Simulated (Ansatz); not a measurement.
**What internal relaxation does to the elastic constants of InP$_{3}$**

Level of theory: Ansatz, DFT PBEsol, scalar-relativistic, plane waves, PAW. Settings: 420 eV plane-wave cutoff, Γ-centred 6×6×6 mesh, Fermi-Dirac smearing of 0.15 eV. No spin polarisation.

Relaxed structure:
```
CELL_PARAMETERS angstrom
3.71646 2.14570 3.27694
-3.71646 2.14570 3.27694
0.00000 -4.29140 3.27694
ATOMIC_POSITIONS crystal
In 0.27352 0.27352 0.27352
In 0.72648 0.72648 0.72648
P 0.79473 0.24146 0.79473
P 0.79473 0.79473 0.24146
P 0.24146 0.79473 0.79473
P 0.20527 0.75854 0.20527
P 0.75854 0.20527 0.20527
P 0.20527 0.20527 0.75854
```

In a metal, frequencies and elastic constants depend on the k mesh and the smearing, soft modes and shear constants most. A semilocal functional can close a gap that the real compound has.

Clamped-ion constants (GPa, Voigt order; atoms follow the strain homogeneously):
C11 = 180.1, C12 = 53.7, C13 = 49.4, C14 = 24.6, C22 = 180.1, C23 = 49.4, C24 = -24.6, C33 = 109.1, C44 = 67.6, C55 = 67.6, C56 = 24.6, C66 = 63.2 GPa; the others vanish.

What are the constants once the atoms relax in each strained cell?

Answers

```
131.4  55.0  33.2   2.2   0.0   0.0
 55.0 131.4  33.2  -2.2   0.0   0.0
 33.2  33.2  70.5   0.0   0.0   0.0
  2.2  -2.2   0.0  15.2   0.0   0.0
  0.0   0.0   0.0   0.0  15.2   2.2
  0.0   0.0   0.0   0.0   2.2  38.2
```
The Voigt shear modulus goes from 60.8 to 27.8 GPa and the Voigt bulk modulus from 86.0 to 64.0 GPa. Relaxation subtracts ΛᵀK⁻¹Λ/V, with Λ the forces that a strain puts on the atoms and K the zone-centre force constants. At a stable cell this can only lower the diagonal constants, and it acts only for strains that share their symmetry with an optical mode; elsewhere, and where the coupling is weak, the constants hardly move.

Cost: 2 runs of about 9.2 core-minutes in all, on Intel Xeon Platinum 8375C (Ice Lake), Intel Xeon 6975P-C (Granite Rapids) (shared hosts).